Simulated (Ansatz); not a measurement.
# Si (P6/mmm) in Ansatz: reference runs

Aim: a first look at Si with PBE, on the cell as given and on a disturbed one.

All numbers are computed with Ansatz 0.2.0; they aren't measurements. Logs are shortened: lines on timing, memory, paths and dates and some standing lists are left out, and cuts for length are marked.

## (1) The structure

The structure is hexagonal, space group P6/mmm (No. 191). Conventional cell: a = 4.121 Å, b = 4.121 Å, c = 2.655 Å, α = 90.00°, β = 90.00°, γ = 120.00°. Si (site symmetry -6m2) is surrounded by 5 Si at 2.38 to 2.65 Å.

The cell was built by a generator and needn't be a form met in nature.

## (2) Single point, PBE

File input.yaml:

```yaml
crystal:
  lattice:
    - [4.12095, 0.0, 0.0]
    - [-2.06047, 3.56885, 0.0]
    - [0.0, 0.0, 2.65479]
  atoms:
    - { symbol: Si, position: [0.33333, 0.66667, 0.5] }
    - { symbol: Si, position: [0.66667, 0.33333, 0.5] }
kpoints:
  mp_grid: { grid: [8, 8, 10] }
scf:
  occupations: { method: fermi_dirac, width: 0.05 }
hamiltonian:
  xc: pbe
  pseudopotentials: { kind: all_electron, lapw: { basis_error: 0.001 } }
output:
  forces: true
  stress: true
  eigenvalues: true
  populations: true
```

Potentials or basis: all-electron LAPW, scalar-relativistic.

Command:

```bash
$ ansatz run input.yaml --threads 1 --pin off --max-ram 3072MiB --backend cpu --events-out ev --progress --plain --runs-dir out
```

The program printed:

```text
Warning: the atoms were moved onto the symmetric positions of the space group found under crystal.symmetry.tolerance 1.0e-5 (fractional; no operation is sought that the atoms, as they stand in a round, miss by more than twice it, and no atom is moved by as much as it), and the run uses the moved positions. Before a round's move an operation carried an atom to 4.12e-5 Å from where it should land, the largest such distance. Atom 0 (counting from 0) moved farthest, by 2.38e-5 Å; the longest move in fractions of the cell, of whichever atom, is 0.47 of the tolerance, in 1 round. To run the atoms as typed, lower crystal.symmetry.tolerance until the operations that they miss are no longer found, or set crystal.symmetry.detect: false (a key that needs symmetry detection or time reversal refuses this as the deck is read). The positions used, in the order of the run's atom list: position: [0.3333333333333333, 0.6666666666666666, 0.5]; position: [0.6666666666666666, 0.3333333333333333, 0.5]; The lattice was moved too: crystal.lattice keeps the space group found at crystal.symmetry.tolerance 1.0e-5 only nearly: the operation that it misses by the most changes a squared length by the fraction 2.80e-6. The run uses the lattice that is a stretch of the typed one, with no rotation, onto the one that keeps every operation to a double's rounding (on a very oblique basis the stretch itself rounds by more); the deck's lattice vector that moved farthest moved by 3.26e-6 Å. To run the lattice as typed, set crystal.symmetry.tolerance under 1.33e-7, the least fraction by which an operation that the lattice misses changes a squared length (the same key also sets how far an atom may lie from its image, so lowering it can lose operations that the atoms keep only within it), or set crystal.symmetry.detect: false, as for the atoms. crystal.lattice made exact, in Å and degrees: [[4.120951508198683, -2.8867513457604425e-6, 0.0], [-2.0604732540993416, 3.5688501372395285, 0.0], [0.0, 0.0, 2.65479]]. Pasted over the deck's crystal.lattice, beside positions in fractional coordinates, it runs the same cell (given as lengths and angles, that cell in the form's own orientation, a rigid turn of the misfit's size from the one run here, for which a checkpoint.post_process_only pass over this run's state can be refused: where this run relaxes nothing, give such a pass this deck's own crystal.lattice, as typed; behind a relaxation, as crystal.lattice, the state's own cell, identity.cell in its checkpoint.json), and a matrix so pasted ends this notice, except on a very skew basis of the lattice, where the rounding of the pasted numbers themselves can read as a misfit: the cell is then moved again, and that move is told again. The lattice as run is in this notice's lattice.as_run_ang field (Run.prep()["deck_notices"] in Python, the deck_notice line of an events file, deck_notices of ansatz run --dry-run=json, or deck_notices in record.json in the deck's checkpoint.write directory).
Warning: RAYON_NUM_THREADS=1 ignored (pool sized by the plan → 1); use --threads N
Si: projections on atomic orbitals take those of the free atom 1s2 2s2 2p6 3s2 3p2, of charge +0.00 (hamiltonian.pseudopotentials.projection_atoms)
LAPW: plane waves up to 7.452 Å⁻¹, error target 1.0e-3 eV per atom; small_component_spin mean_spin; Si in spheres of 1.190 Å, 12 of its electrons in bands, Dirac shells [] (how accurate: hamiltonian.pseudopotentials.lapw.basis_error, Limitations)
Engine: ansatz 0.2.0, aarch64-unknown-linux-gnu
Pseudopotentials: kind: all_electron
Pseudopotential: Si, LAPW, valence charge 12, lapw/all_electron/scalar/gaussian/Si, Koelling and Harmon's equation, gaussian nucleus
Functional definition: PBE
  parameter kappa = 0.804
  parameter beta = 0.06672455060314922
  exchange = pbe_x(kappa = kappa, mu = beta*pi^2/3)
  correlation = pbe_c(beta = beta)
Crystal: 2 atoms, lattice volume = 39.044 Å³
Basis set: ecut = 211.57544920719158 eV, 271 PW (Γ), exchange–correlation at level 2
Bands: 16, of which v1, the nominal top of the filled ones, is band 12 counted from 1 (11 counted from 0)
Symmetry: 24 space group operations
Space group: P6/mmm (ITA 191), of the structure as read, at distance tolerance 3.4e-5 Å
k-points: 60 of 640
Non-local potential: Si, projectors of the file, none
Initial density: superposition of atomic densities (chi_scale 0.1, normalization cell)
Initial wavefunctions: plane waves of lowest kinetic energy (no species holds an atomic orbital)
Functional: x = pbe(κ = 0.804, μ = 0.2195149727645171), c = pbe(β = 0.06672455060314922)
iter 1 solved again at ethr=1.56e-3 eV; its pass at ethr=1.00e-1 eV (dr2=3.75e-1 eV) is discarded
SCF iter   1: F=—  HF=-15783.862436 eV  |F-HF|=—  |Δ(HF+E_count)|=         —  Δρ=3.04e-2  dr2=3.77e-1  ethr=1.56e-3  ⟨swp⟩=2.1  Hψ=6782  notcnv=0
preconditioner: auto → none  [insulator: Δε(μ)=0.165 eV  Ē_g=9.410 eV  σ=0.050 eV  W_gap=0.58  n_scr=8 (ndim 8)  ℏωp=16.8 eV  f_vac=0.001  D(μ)=0.76/eV (n_scr^D=6)  ε∞_Penn≈4.2]
SCF iter   2: F=—  HF=-15783.788389 eV  |F-HF|=—  |Δ(HF+E_count)|=   7.40e-2  Δρ=1.33e-2  dr2=6.24e-2  ethr=1.56e-3  ⟨swp⟩=2.0  Hψ=2756  notcnv=0
iter 3 solved again at ethr=5.29e-7 eV; its pass at ethr=2.60e-4 eV (dr2=1.27e-4 eV) is discarded
SCF iter   3: F=—  HF=-15783.775991 eV  |F-HF|=—  |Δ(HF+E_count)|=   1.24e-2  Δρ=7.73e-4  dr2=1.28e-4  ethr=5.29e-7  ⟨swp⟩=3.0  Hψ=4917  notcnv=0
SCF iter   4: F=—  HF=-15783.776141 eV  |F-HF|=—  |Δ(HF+E_count)|=         —  Δρ=1.13e-4  dr2=3.43e-6  ethr=5.29e-7  ⟨swp⟩=2.9  Hψ=2629  notcnv=0
the basis was enlarged: its passes take 222.5 KiB over the memory plan, 1 of 1 planned eigensolver slots
SCF iter   5: F=—  HF=-15783.776147 eV  |F-HF|=—  |Δ(HF+E_count)|=   6.06e-6  Δρ=1.99e-5  dr2=1.63e-7  ethr=1.43e-8  ⟨swp⟩=3.0  Hψ=2680  notcnv=0
SCF iter   6: F=-15783.776148 eV  HF=-15783.776148 eV  |F-HF|=1.98e-9  |Δ(HF+E_count)|=   3.61e-7  Δρ=2.95e-6  dr2=3.56e-9  ethr=6.80e-10  ⟨swp⟩=3.0  Hψ=2722  notcnv=0
SCF 1 converged in 6 iterations: F = -15783.776148 eV  dr2 = 3.56e-9
SCF converged after 6 iterations
Free energy (F): -15783.776148 eV
Harris-Foulkes:  -15783.776148 eV  (|F-HF|=1.98e-9)
Internal energy: -15783.769988 eV  (E = F + TS)
E sigma→0 (E₀):  -15783.773068 eV
Entropy (-TS):   -0.006160 eV (-3.080 meV/atom)
Fermi energy:    7.852501 eV
--- Per-component energies (eV) ---
  E_band       = -1471.171311
  E_kinetic    = 15827.780015
  E_xc         = -1135.490209
  E_electrostatic = -30476.059794  (all electrons and nuclei)
  E_smearing   = -0.006160  (= −TS)
  E_closure    = 0.000000  (closes the sum)
  E_atoms      = -15773.713766  (free atoms, spherical and without spin; not in F)
  Σ components = -15783.776148   (vs F -15783.776148, Δ=0.00e0)
  Basis errors (estimates in eV, not in F): energy 4.7e-4 per atom: plane waves 4.4e-4 (2.6e-4 summed), levels above the bands 1.5e-45, relativity 2.8e-9, radial functions 2.5e-5, core shells 4.2e-13; eigenvalues (radial functions only) 5.9e-7; not estimated: angular momenta, meshes, grids; target (lapw.basis_error) 1.0e-3; muffin-tin radii Si 1.190 Å
--- Forces (eV/Å), atoms counted from 1 ---
  atom   1  Si    -0.00000000     0.00000000     0.00000000
  atom   2  Si     0.00000000     0.00000000     0.00000000
  max |Σ_I F_I| component: 9.25e-18 eV/Å
--- Stress (GPa, compression-positive) ---
        0.329242      -0.000000       0.000000
       -0.000000       0.329242       0.000000
        0.000000       0.000000      -0.574848
  P = ⅓ Tr σ = 0.0279 GPa (0.279 kbar)
--- Band table (eV; the first three rows and the last of 60) ---
  k-point 0: bands = ["-126.2964", "-126.2915", "-82.3568", "-82.3537", "-82.3335", "-82.3335", "-82.3155", "-82.3155", "-4.4613", "4.9843", "4.9843", "5.1063", "9.1101", "9.1101", "13.4317", "14.2213"]
  k-point 1: bands = ["-126.2963", "-126.2915", "-82.3574", "-82.3543", "-82.3334", "-82.3334", "-82.3154", "-82.3154", "-4.2632", "5.1512", "5.1512", "5.3033", "9.2893", "9.2893", "11.3716", "14.2039"]
  k-point 2: bands = ["-126.2962", "-126.2913", "-82.3590", "-82.3558", "-82.3333", "-82.3333", "-82.3153", "-82.3153", "-3.6741", "5.6386", "5.6386", "5.8885", "8.3609", "9.8162", "9.8162", "14.8139"]
  k-point 59: bands = ["-126.2937", "-126.2930", "-82.3617", "-82.3613", "-82.3345", "-82.3255", "-82.3225", "-82.3136", "1.7835", "2.5477", "4.0826", "4.8164", "5.5739", "10.1238", "13.4072", "15.6530"]
--- Löwdin populations: 2 sites ---
  site symbol       q [e]
     0     Si     13.9467
     1     Si     13.9467
  spilling = 0.003807 (of n_electrons = 28.000000)
```

It took 6.5 s on 1 thread of Arm Neoverse V1, shared host; peak memory 0.23 GiB.

Results:

| Property | Result |
| --- | --- |
| Free energy | -15783.7761 eV |
| Pressure | 0.0 GPa |
| Band gap on the k mesh | none (metal or under the smearing width) |

Levels at points of the mesh, in eV from the Fermi level:
| k point | band 9 | band 10 | band 11 | band 12 | band 13 | band 14 | band 15 | band 16 |
| --- | --- | --- | --- | --- | --- | --- | --- | --- |
| (0.00, 0.00, 0.00) | -12.31 | -2.87 | -2.87 | -2.75 | 1.26 | 1.26 | 5.58 | 6.37 |
| (0.00, 0.00, -0.50) | -8.42 | -5.88 | -0.17 | -0.17 | 1.21 | 3.15 | 4.29 | 4.29 |
| (0.00, -0.50, 0.00) | -10.49 | -8.79 | -4.05 | -1.29 | 6.16 | 7.05 | 7.13 | 7.81 |
| (0.00, -0.50, -0.50) | -6.58 | -4.99 | -4.24 | -2.59 | -1.20 | 2.89 | 3.91 | 5.07 |

## (3) Single point, PBE (atoms moved at random, drawn with an rms of 0.05 Å)

input.yaml: that of step 2 with these lines changed.

```diff
@@ -6,4 +6,4 @@
   atoms:
-    - { symbol: Si, position: [0.33333, 0.66667, 0.5] }
-    - { symbol: Si, position: [0.66667, 0.33333, 0.5] }
+    - { symbol: Si, position: [0.320009, 0.651264, 0.490931] }
+    - { symbol: Si, position: [0.672956, 0.339184, 0.504426] }
 kpoints:
```

Potentials or basis: all-electron LAPW, scalar-relativistic.

Command:

```bash
$ ansatz run input.yaml --threads 1 --pin off --max-ram 3072MiB --backend cpu --events-out ev --progress --plain --runs-dir out
```

The program printed:

```text
Warning: RAYON_NUM_THREADS=1 ignored (pool sized by the plan → 1); use --threads N
Si: projections on atomic orbitals take those of the free atom 1s2 2s2 2p6 3s2 3p2, of charge +0.00 (hamiltonian.pseudopotentials.projection_atoms)
LAPW: plane waves up to 7.800 Å⁻¹, error target 1.0e-3 eV per atom; small_component_spin mean_spin; Si in spheres of 1.155 Å, 12 of its electrons in bands, Dirac shells [] (how accurate: hamiltonian.pseudopotentials.lapw.basis_error, Limitations)
[... 8 set-up lines as earlier in the session ...]
Crystal: 2 atoms, lattice volume = 39.044 Å³
Basis set: ecut = 231.8210927816647 eV, 307 PW (Γ), exchange–correlation at level 2
Bands: 16, of which v1, the nominal top of the filled ones, is band 12 counted from 1 (11 counted from 0)
Symmetry: 2 space group operations
Space group: P-1 (ITA 2), of the structure as read, at distance tolerance 3.4e-5 Å
k-points: 324 of 640
[... 4 set-up lines as earlier in the session ...]
iter 1 solved again at ethr=1.60e-3 eV; its pass at ethr=1.00e-1 eV (dr2=3.83e-1 eV) is discarded
SCF iter   1: F=—  HF=-15783.826604 eV  |F-HF|=—  |Δ(HF+E_count)|=         —  Δρ=3.11e-2  dr2=3.86e-1  ethr=1.60e-3  ⟨swp⟩=2.0  Hψ=36267  notcnv=0
preconditioner: auto → none  [metal: Δε(μ)=0.032 eV  Ē_g=9.410 eV  σ=0.050 eV  W_gap=0.16  n_scr=8 (ndim 8)  ℏωp=16.8 eV  f_vac=0.002  D(μ)=0.73/eV (n_scr^D=6)  sad-step TF]
SCF iter   2: F=—  HF=-15783.786975 eV  |F-HF|=—  |Δ(HF+E_count)|=   3.96e-2  Δρ=2.05e-2  dr2=2.03e-1  ethr=1.60e-3  ⟨swp⟩=2.0  Hψ=14311  notcnv=0
iter 3 solved again at ethr=4.51e-6 eV; its pass at ethr=8.46e-4 eV (dr2=1.08e-3 eV) is discarded
SCF iter   3: F=—  HF=-15783.736510 eV  |F-HF|=—  |Δ(HF+E_count)|=   5.05e-2  Δρ=2.06e-3  dr2=1.13e-3  ethr=4.51e-6  ⟨swp⟩=2.9  Hψ=26327  notcnv=0
SCF iter   4: F=—  HF=-15783.737402 eV  |F-HF|=—  |Δ(HF+E_count)|=         —  Δρ=4.34e-4  dr2=1.01e-4  ethr=4.51e-6  ⟨swp⟩=3.0  Hψ=14139  notcnv=0
the basis was enlarged: its passes take 227.9 KiB over the memory plan, 1 of 1 planned eigensolver slots
SCF iter   5: F=—  HF=-15783.737506 eV  |F-HF|=—  |Δ(HF+E_count)|=   1.04e-4  Δρ=1.65e-4  dr2=2.45e-5  ethr=4.19e-7  ⟨swp⟩=3.0  Hψ=14628  notcnv=0
SCF iter   6: F=—  HF=-15783.737500 eV  |F-HF|=—  |Δ(HF+E_count)|=   5.84e-6  Δρ=3.32e-5  dr2=8.20e-7  ethr=1.02e-7  ⟨swp⟩=3.0  Hψ=14231  notcnv=0
SCF iter   7: F=-15783.737500 eV  HF=-15783.737500 eV  |F-HF|=7.70e-8  |Δ(HF+E_count)|=   3.16e-7  Δρ=7.74e-6  dr2=2.79e-8  ethr=3.42e-9  ⟨swp⟩=3.0  Hψ=14477  notcnv=0
SCF 1 converged in 7 iterations: F = -15783.737500 eV  dr2 = 2.79e-8
SCF converged after 7 iterations
Free energy (F): -15783.737500 eV
Harris-Foulkes:  -15783.737500 eV  (|F-HF|=7.70e-8)
Internal energy: -15783.731500 eV  (E = F + TS)
E sigma→0 (E₀):  -15783.734500 eV
Entropy (-TS):   -0.006001 eV (-3.000 meV/atom)
Fermi energy:    7.860054 eV
--- Per-component energies (eV) ---
  E_band       = -1471.282098
  E_kinetic    = 15827.983648
  E_xc         = -1135.511304
  E_electrostatic = -30476.203844  (all electrons and nuclei)
  E_smearing   = -0.006001  (= −TS)
  E_closure    = 0.000000  (closes the sum)
  E_atoms      = -15773.713766  (free atoms, spherical and without spin; not in F)
  Σ components = -15783.737500   (vs F -15783.737500, Δ=0.00e0)
  Basis errors (estimates in eV, not in F): energy 4.5e-4 per atom: plane waves 4.2e-4 (2.5e-4 summed), levels above the bands 4.6e-46, relativity 1.1e-8, radial functions 2.8e-5, core shells 6.2e-13; eigenvalues (radial functions only) 9.3e-7; not estimated: angular momenta, meshes, grids; target (lapw.basis_error) 1.0e-3; muffin-tin radii Si 1.155 Å
--- Forces (eV/Å), atoms counted from 1 ---
  atom   1  Si     0.45869625     0.77960866     0.01334579
  atom   2  Si    -0.45869625    -0.77960866    -0.01334579
  max |Σ_I F_I| component: 0.00e0 eV/Å
--- Stress (GPa, compression-positive) ---
        4.518175       2.005726      -0.071590
        2.005726      -2.647202      -0.114791
       -0.071590      -0.114791      -0.813839
  P = ⅓ Tr σ = 0.3524 GPa (3.524 kbar)
--- Band table (eV; the first three rows and the last of 324) ---
  k-point 0: bands = ["-126.3005", "-126.2954", "-82.3601", "-82.3569", "-82.3391", "-82.3369", "-82.3257", "-82.3128", "-4.4739", "4.7004", "5.1051", "5.2808", "8.7951", "9.4192", "13.4178", "14.2074"]
  k-point 1: bands = ["-126.3005", "-126.2953", "-82.3607", "-82.3575", "-82.3390", "-82.3368", "-82.3257", "-82.3128", "-4.2759", "4.8660", "5.3020", "5.4488", "8.9733", "9.5994", "11.3586", "14.1857"]
  k-point 2: bands = ["-126.3003", "-126.2952", "-82.3623", "-82.3590", "-82.3389", "-82.3367", "-82.3256", "-82.3127", "-3.6869", "5.3495", "5.8873", "5.9402", "8.3486", "9.4970", "10.1296", "14.7947"]
  k-point 323: bands = ["-126.2983", "-126.2965", "-82.3654", "-82.3642", "-82.3392", "-82.3339", "-82.3236", "-82.3160", "1.2594", "2.8303", "3.6037", "5.2400", "6.6907", "10.7223", "11.7821", "12.9365"]
--- Löwdin populations: 2 sites ---
  site symbol       q [e]
     0     Si     13.9465
     1     Si     13.9465
  spilling = 0.003825 (of n_electrons = 28.000000)
```

Run time: 40 s. Hardware: 1 thread of Arm Neoverse V1, shared host; peak memory 0.5 GiB.

What came out:

```yaml
Free_energy: -15783.7375 eV
Pressure: 0.4 GPa
Largest_force: 0.905 eV/Å
Band_gap_on_the_k_mesh: none (metal or under the smearing width)
```

Forces in eV/Å, atoms in the order of the input:
```
Si   0.459  0.780  0.013
Si  -0.459 -0.780 -0.013
```

Stress tensor (GPa, compression positive):
```
 4.52  2.01 -0.07
 2.01 -2.65 -0.11
-0.07 -0.11 -0.81
```

Levels at points of the mesh, in eV from the Fermi level:
```
              k point  band 10  band 11  band 12  band 13  band 14  band 15
   (0.00, 0.00, 0.00)    -3.16    -2.76    -2.58     0.94     1.56     5.56
  (0.00, 0.00, -0.50)    -5.90    -0.50     0.15     1.21     3.13     3.95
  (0.00, -0.50, 0.00)    -8.48    -4.19    -1.50     6.01     7.13     7.45
 (0.00, -0.50, -0.50)    -4.65    -4.42    -2.32    -1.38     2.71     3.81
  (-0.50, 0.00, 0.00)    -9.11    -3.94    -1.14     6.29     6.66     7.14
 (-0.50, 0.00, -0.50)    -5.34    -4.11    -2.86    -1.06     3.03     3.98
 (-0.50, -0.50, 0.00)    -8.83    -4.03    -1.30     6.13     6.87     7.29
(-0.50, -0.50, -0.50)    -5.03    -4.26    -2.62    -1.17     2.86     3.92
```
